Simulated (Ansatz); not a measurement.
## Strain response of InAs

The calculation used DFT PBEsol, scalar-relativistic, plane waves, PAW (Ansatz 0.2.0). Settings: 420 eV cutoff, 12×12×10 k-mesh, Gaussian smearing of 0.10 eV, no spin polarisation.

Reference structure (relaxed):

```yaml
crystal:
  lattice:
    - [3.04358, 3.04358, 0.00000]
    - [-3.04358, 3.04358, 0.00000]
    - [0.00000, 0.00000, 6.08715]
  atoms:
    - { symbol: In, position: [0.50000, 0.00000, 0.25000] }
    - { symbol: In, position: [0.00000, 0.50000, 0.75000] }
    - { symbol: As, position: [0.00000, 0.00000, 0.00000] }
    - { symbol: As, position: [0.50000, 0.50000, 0.50000] }
```

Deformation: biaxial strain in the a-b plane, with the length and tilt of c and the atoms relaxed, all within the symmetry that the strain leaves. Energies are extrapolated to zero smearing.

| strain (%) | ΔE (meV/atom) | a (Å) | b (Å) | c (Å) |
| --- | --- | --- | --- | --- |
| -3.0 | 12.4 | 4.175 | 4.175 | 6.287 |
| -2.0 | 5.4 | 4.218 | 4.218 | 6.221 |
| -1.0 | 1.3 | 4.261 | 4.261 | 6.154 |
| +0.0 | 0.0 | 4.304 | 4.304 | 6.087 |
| +1.0 | 1.3 | 4.347 | 4.347 | 6.018 |
| +2.0 | 4.9 | 4.390 | 4.390 | 5.948 |
| +3.0 | 10.8 | 4.433 | 4.433 | 5.876 |

Question: What stiffness (1/V) d²E/dε² at zero strain does a cubic fit over all points give?

Answer: A cubic fit gives (1/V) d²E/dε² = 147 GPa at zero strain (twice the biaxial modulus).

Question: How does the free axis c answer a small strain?

Answer: Between the innermost points its strain is -1.12 times the applied one.